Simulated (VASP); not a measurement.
Si, 2 atoms in the cell. The structure is cubic, space group Fd-3m (No. 227). Conventional cell: a = 5.422 Å, b = 5.422 Å, c = 5.422 Å, α = 90.00°, β = 90.00°, γ = 90.00°. Around Si (site symmetry -43m) lie 4 Si at 2.35 Å. 

| Item | Value |
| --- | --- |
| Program | VASP 6.6.1 |
| Task | single point |
| Functional | BLYP |
| Dispersion | D4 |
| Potentials or basis | VASP PAW PBE potentials, release 64 (Si) |
| Cutoff | 520 eV |
| k mesh | 8 × 8 × 8 |
| Occupations | fermi-dirac, width 0.05 eV |
| Spin | no spin polarisation |
| Dipole correction | no |
| Further INCAR settings | ALGO = Normal; EDIFF = 1e-07; NBANDS = 11 |

Potentials or basis: VASP PAW PBE potentials, release 64 (Si).

The run is started by

```console
$ cat potpaw_PBE.64/Si/POTCAR > POTCAR
$ mpirun -np 1 vasp_std > vasp.out
```

Hardware: 1 thread of AMD EPYC 7R13 Processor (Zen 3), with other jobs on the host.

Task: How long does it take, and how much memory?

Result: Run time: 23 s on 1 thread of AMD EPYC 7R13 Processor (Zen 3) (shared host), peak memory 0.13 GiB. Counts: scf iterations 12, k points 29.
